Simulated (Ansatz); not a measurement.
**CaO (I4/mcm) at 2 levels of theory**

One geometry, relaxed with PBE; plane waves with PAW potentials in Ansatz, scalar-relativistic. No spin polarisation. Gaps are the least over mesh and band path; pressure is positive in compression.

```yaml
crystal:
  lattice:
    - [-3.96940, 3.96940, 2.38565]
    - [3.96940, -3.96940, 2.38565]
    - [3.96940, 3.96940, -2.38565]
  atoms:
    - { symbol: Ca, position: [0.14773, 0.64773, 0.79547] }
    - { symbol: Ca, position: [0.85227, 0.35227, 0.20453] }
    - { symbol: Ca, position: [0.35227, 0.14773, 0.50000] }
    - { symbol: Ca, position: [0.64773, 0.85227, 0.50000] }
    - { symbol: O, position: [0.85339, 0.64661, 0.50000] }
    - { symbol: O, position: [0.14661, 0.35339, 0.50000] }
    - { symbol: O, position: [0.64661, 0.14661, 0.79322] }
    - { symbol: O, position: [0.35339, 0.85339, 0.20678] }
```

```csv
level,cutoff (eV),k mesh,gap (eV),pressure (GPa)
PBE,420,8×8×8,2.37,0.0
```

Problem. What comes out on the same cell with r2SCAN?

Solution.
```
 level  cutoff (eV)  k mesh  gap (eV)  pressure (GPa)
r2SCAN          500   8×8×8      2.63            -1.6
```

Another cell of CaO relaxed alike, in Fm-3m, lies 120 meV/atom lower, so this cell isn't the stable form at this level.

The cell was found from a structure generator's guess, not taken from experiment.
